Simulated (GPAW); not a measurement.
# Sb (R-3m) in GPAW: notebook, part 2 of 2

GPAW 26.7.0.

## (4) Single point, PBE

run.py

```python
from ase import Atoms
from ase.dft.bandgap import bandgap
from ase.io import write
from ase.units import GPa
from gpaw import GPAW, PW

atoms = Atoms(['Sb', 'Sb'],
              cell=[[2.1542, 1.2437279499, 3.758],
                    [-2.1542, 1.2437279499, 3.758],
                    [0.0, -2.4874558998, 3.758]],
              scaled_positions=[[0.76651, 0.76651, 0.76651],
                                [0.23349, 0.23349, 0.23349]],
              pbc=True)

calc = GPAW(mode=PW(600),
            xc='PBE',
            kpts={'size': (8, 8, 8), 'gamma': True},
            occupations={'name': 'methfessel-paxton', 'order': 0, 'width': 0.016},
            nbands=25,
            convergence={'density': 1e-05, 'energy': 1e-05},
            maxiter=150,
            txt='gpaw.txt')
atoms.calc = calc
energy = atoms.get_potential_energy()
forces = atoms.get_forces()
stress = atoms.get_stress()
calc.write('gs.gpw')
write('result.traj', atoms)
print(f'Energy: {energy:.6f} eV')
print('Forces (eV/A):')
print(forces.round(4))
print('Stress (GPa):', (stress / GPa).round(3))
print('Fermi level:', round(calc.get_fermi_level(), 4), 'eV')
print(f'Gap: {bandgap(calc)[0]:.4f} eV, direct: {bandgap(calc, direct=True)[0]:.4f} eV')
```

Potentials or basis: GPAW PAW data sets (gpaw-data 1.2.1), pw.

Run with:

```sh
$ OMP_NUM_THREADS=1 python run.py
```

gpaw.txt:

```text
__  _  _
 | _ |_)|_||  |
 |__||  | ||/\| - 26.7.0

Input parameters:
  mode=PW(ecut=600.0),
  convergence={'density': 1e-05, 'energy': 1e-05},
  kpts=MonkhorstPack(size=(8, 8, 8), gamma=True),
  maxiter=150,
  nbands=25,
  occupations=Occupations(name='methfessel-paxton', order=0, width=0.016),
  xc=XC(name='PBE')

Diagonalizing LCAO Hamiltonian
Converting LCAO to pw mode

       Sb

       Sb

Atoms  # Å, Bohr magnetons
|   | symbol |         x |         y |        z |    initial magnetic moments |
|---|--------|-----------|-----------|----------|-----------------------------|
| 0 |     Sb |  0.000000 | -0.000000 | 8.641634 | ( 0.0000,  0.0000,  0.0000) |
| 1 |     Sb | -0.000000 | -0.000000 | 2.632366 | ( 0.0000,  0.0000,  0.0000) |

Unit cell  # Å
| periodic |         x |         y |        z |  lengths |    angles |
|----------|-----------|-----------|----------|----------|-----------|
|      yes |  2.154200 |  1.243728 | 3.758000 | 4.506662 | 57.110173 |
|      yes | -2.154200 |  1.243728 | 3.758000 | 4.506662 | 57.110173 |
|      yes |  0.000000 | -2.487456 | 3.758000 | 4.506662 | 57.110173 |

Number of symmetries: 12
Symmetry operations  # r_c * U_cc + t_c -> r_c
|    | kind |            matrix            |
|----|------|------------------------------|
|  0 |  E   |  1, 0, 0,  0, 1, 0,  0, 0, 1 |
|  1 |  σ   |  1, 0, 0,  0, 0, 1,  0, 1, 0 |
|  2 |  σ   |  0, 1, 0,  1, 0, 0,  0, 0, 1 |
|  3 |  C3  |  0, 1, 0,  0, 0, 1,  1, 0, 0 |
|  4 |  C3  |  0, 0, 1,  1, 0, 0,  0, 1, 0 |
|  5 |  σ   |  0, 0, 1,  0, 1, 0,  1, 0, 0 |
|  6 |  C2  |  0, 0,-1,  0,-1, 0, -1, 0, 0 |
|  7 |  S6  |  0, 0,-1, -1, 0, 0,  0,-1, 0 |
|  8 |  S6  |  0,-1, 0,  0, 0,-1, -1, 0, 0 |
|  9 |  C2  |  0,-1, 0, -1, 0, 0,  0, 0,-1 |
| 10 |  C2  | -1, 0, 0,  0, 0,-1,  0,-1, 0 |
| 11 |  i   | -1, 0, 0,  0,-1, 0,  0, 0,-1 |

BZ-sampling:
  Number of BZ points: 512
  Number of IBZ points: 65

  Monkhorst-Pack size: [8, 8, 8]
  Monkhorst-Pack shift: [0.0625, 0.0625, 0.0625]

K-points  # in reciprocal-cell coordinates
|     |                                coordinates |     weight |
|-----|--------------------------------------------|------------|
|   0 | (  0.00000000,   0.00000000,   0.00000000) | 0.00195312 |
|   1 | (  0.12500000,   0.00000000,  -0.12500000) | 0.01171875 |
|   2 | (  0.12500000,   0.00000000,   0.00000000) | 0.01171875 |
|   3 | (  0.12500000,   0.12500000,  -0.12500000) | 0.01171875 |
|   4 | (  0.12500000,   0.12500000,   0.00000000) | 0.01171875 |
|   5 | (  0.12500000,   0.12500000,   0.12500000) | 0.00390625 |
|   6 | (  0.25000000,  -0.12500000,  -0.12500000) | 0.01171875 |
|   7 | (  0.25000000,   0.00000000,  -0.25000000) | 0.01171875 |
|   8 | (  0.25000000,   0.00000000,  -0.12500000) | 0.02343750 |
|   9 | (  0.25000000,   0.00000000,   0.00000000) | 0.01171875 |
| ... |                                            |            |
|  64 | (  0.50000000,   0.50000000,   0.50000000) | 0.00195312 |

Plane wave coefficients: 2032
Cutoff: 600.0 eV

Spin-components: 1 (collinear spins)
Bands:           25
Projectors:      12
Spin-degeneracy: 2
Datatype:        complex128

Parallelization:
  kpt:    1
  domain: 1
  band:   1

Density:
  Valence electrons: 30.0
  Components: 1
  Grid points: [27 27 27]
  Charge: 0.0  # |e|

Potential:
  Grid points: [27 27 27]

species:
  Sb:
    name:    Antimony
    Z:       51.0
    valence: 15
    core:    36
    charge:  0.0  # [|e|]
    compensation charges:
      type: gauss
      rc: 0.36  # [Å]
      lmax: 2
    cutoffs:
      filter: 2.23  # [Å]
      core: 2.23  # [Å]
    projectors
    | kind |    occ | energy [eV] | rcut [Å] |
    |------|--------|-------------|----------|
    |   5s |  2.000 |     -12.815 |    1.154 |
    |   5p |  3.000 |      -4.830 |    1.233 |
    |   4d | 10.000 |     -33.514 |    1.196 |
    |    s |        |      14.396 |    1.154 |
    |    p |        |      22.381 |    1.233 |
    |    d |        |      -6.303 |    1.196 |

    Using partial waves for Sb as LCAO basis

Reference energy: -352563.116496  # eV

eigensolver:
  PPCG
  Converge bands: occupied
  niter=2

density mixing:
  MSR1-Mixer
  Pratt-step length: 0.05
  Maximum mixing coefficient: 0.75
  Old densities: 10
  SVD Regularization: 0.005
  Good broyden scale: 1.0
  Trust region scale: 1.0
  Backstep threshold: 4.0
  History deletion threshold: 6.0
  Fourier metric: weight=20.0, sigma=0.015

occupation numbers:
  Methfessel-Paxton:
    width: 0.0160  # eV
    order: 0

poisson solver:
  ecut: 4800.0  # eV

xc functional:
  name: PBE with 2 nearest neighbor stencil

convergence criteria:
- Maximum integral of absolute [dens]ity change: 1e-05 electrons / valence electron
- Maximum [total energy] change in last 3 cyles: 1e-05 eV / valence electron
- Maximum integral of absolute [eigenst]ate change: 4e-08 eV^2 / valence electron
maximum number of iterations: 150

SCF iterations
|iter     | |      energy | eigst |  dens |
|---------|-|-------------|-------|-------|
|iter:   1| |   -8.797981 | +0.40 |       |
|iter:   2| |   -8.806079 | -1.95 | -1.68 |
|iter:   3| |   -8.807545 | -2.74 | -1.70 |
|iter:   4| |   -8.809129 | -3.29 | -2.21 |
|iter:   5| |   -8.809346 | -4.51 | -2.96 |
|iter:   6| |   -8.809381c| -5.56 | -3.45 |
|iter:   7| |   -8.809383c| -6.81 | -4.30 |
|iter:   8| |   -8.809383c| -7.49c| -4.80 |
|iter:   9| |   -8.809383c| -7.89c| -5.91c|

Converged in 9 steps
Energy contributions relative to reference atoms: (reference = -352563.116496)

Energy contributions:
  Kinetic:           2.393543
  Coulomb:          -3.516008
  Zero:              0.360595
  External:          0.000000
  Xc:               -8.047459
  Entropy:          -0.000107
  Spinorbit:         0.000000
  ----------------------------
  Free energy:      -8.809436
  Extrapolated:     -8.809383

dipole moment: (-0.000000, -0.000000, -0.000002)  # |e|*Ang

Fermi level: 7.034
Eigenvalues  # (at kpt = [0.000, 0.000, 0.000])
| band index |      eig [eV] | occ [0-2] |
|------------|---------------|-----------|
|          0 |       -22.529 |     2.000 |
|        ... |               |           |
|          7 |       -22.325 |     2.000 |
|          8 |       -22.249 |     2.000 |
|          9 |       -22.249 |     2.000 |
|         10 |        -5.767 |     2.000 |
|         11 |         2.141 |     2.000 |
|         12 |         4.866 |     2.000 |
[... 8 lines left out ...]
|         21 |        13.564 |     0.000 |
|         22 |        13.977 |     0.000 |
|        ... |               |           |
|         24 |        14.679 |     0.000 |

No gap
No difference between direct/indirect transitions

Forces  # eV/Ang
|        x |        y |        z |
|----------|----------|----------|
| -0.00000 |  0.00000 | -0.12451 |  # Sb   0
|  0.00000 | -0.00000 |  0.12451 |  # Sb   1

Stress tensor  # eV/Ang^3
|         x |         y |         z |
|-----------|-----------|-----------|
| -0.016380 | -0.000000 | -0.000000 |
| -0.000000 | -0.016380 |  0.000000 |
| -0.000000 |  0.000000 | -0.012174 |

# Writing to gs.gpw (mode='')
```

Wall time 50 s (1 thread of Arm Neoverse V2, shared host); peak memory 0.22 GiB.

Results:

* Free energy: -8.8094 eV
* Pressure: 2.4 GPa
* Largest force: 0.125 eV/Å
* Band gap on the k mesh: none (metal or under the smearing width)

Forces on the atoms (eV/Å):
```
Sb   0.000  0.000 -0.125
Sb   0.000  0.000  0.125
```

Levels at points of the mesh, in eV from the Fermi level:
```csv
k point,band 11,band 12,band 13,band 14,band 15,band 16,band 17,band 18,band 19,band 20
"(0.00, 0.00, 0.00)",-12.80,-4.89,-2.17,-1.90,-1.90,1.98,2.60,2.60,5.05,5.05
"(0.50, 0.00, 0.00)",-10.44,-9.72,-2.04,-1.93,-0.39,-0.30,0.10,0.40,7.53,8.29
"(0.50, 0.50, 0.00)",-10.43,-8.08,-5.53,-3.85,-3.76,1.44,4.83,5.42,6.83,9.01
"(0.50, 0.50, 0.50)",-11.27,-9.07,-1.42,-1.42,-0.56,0.03,0.03,1.02,6.94,8.83
```

Spin-orbit coupling is left out, which matters for the levels of Sb.

## (5) The runs side by side

| smearing | gap on the mesh (eV) | pressure (GPa) | largest force (eV/Å) |
| --- | --- | --- | --- |
| gaussian 0.014 eV | none | 2.4 | 0.12 |
| gaussian 0.015 eV | none | 2.4 | 0.12 |
| gaussian 0.016 eV | none | 2.4 | 0.12 |

Alike in all rows: task single point; level PBE; potentials or basis GPAW PAW data sets (gpaw-data 1.2.1), pw; no spin polarisation; cell as given; k mesh 8 × 8 × 8; cutoff (eV) 600.

Every run on the cell as given and a fine mesh finds a metal.

Absolute energies hang on the potentials; compare differences alone.
